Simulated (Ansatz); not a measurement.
# Structure types of S compared at 390 GPa

Structure types of S are relaxed in primitive cells with their symmetry kept at 390 GPa, first on PAW files, then by LAPW. The enthalpy is E + pV at zero temperature, without zero-point motion. Only the types listed were tried, and differences under about 5 meV/atom are mesh noise. The real phase may be another.

Level of theory: DFT with PBE, scalar-relativistic, in Ansatz 0.2.0; Fermi–Dirac smearing of 0.05 eV, no spin polarisation. LAPW: all electrons, basis error target 0.5 meV/atom; PAW: frozen-core files, cutoff 420 eV.

k meshes: fcc 22×22×22, bcc 22×22×22, hcp 20×20×11, A7 17×17×17, simple hexagonal 21×21×19, sc 19×19×19.

| start type | ends as | a, b, c (Å) | V (Å³/atom) | H − H(lowest), LAPW (meV/atom) |
| --- | --- | --- | --- | --- |
| fcc | fcc, Fm-3m | 2.980, 2.980, 2.980 | 6.62 | 261.3 |
| bcc | bcc, Im-3m | 2.356, 2.356, 2.356 | 6.53 | ? |
| hcp | hcp, P6_3/mmc | 2.203, 2.203, 3.131 | 6.58 | ? |
| A7 | R-3m, R-3m | 2.624, 2.624, 3.331 | 6.62 | 2.5 |
| simple hexagonal | simple hexagonal, P6/mmm | 2.001, 2.001, 1.867 | 6.48 | 299.0 |
| sc | sc, Pm-3m | 1.878, 1.878, 1.878 | 6.62 | 0.0 |

Q: Give the missing entry: row "bcc", column "H − H(lowest), LAPW (meV/atom)".

A: 40.4.

Q: Fill in "H − H(lowest), LAPW (meV/atom)" for the row "hcp".

A: 151.1.
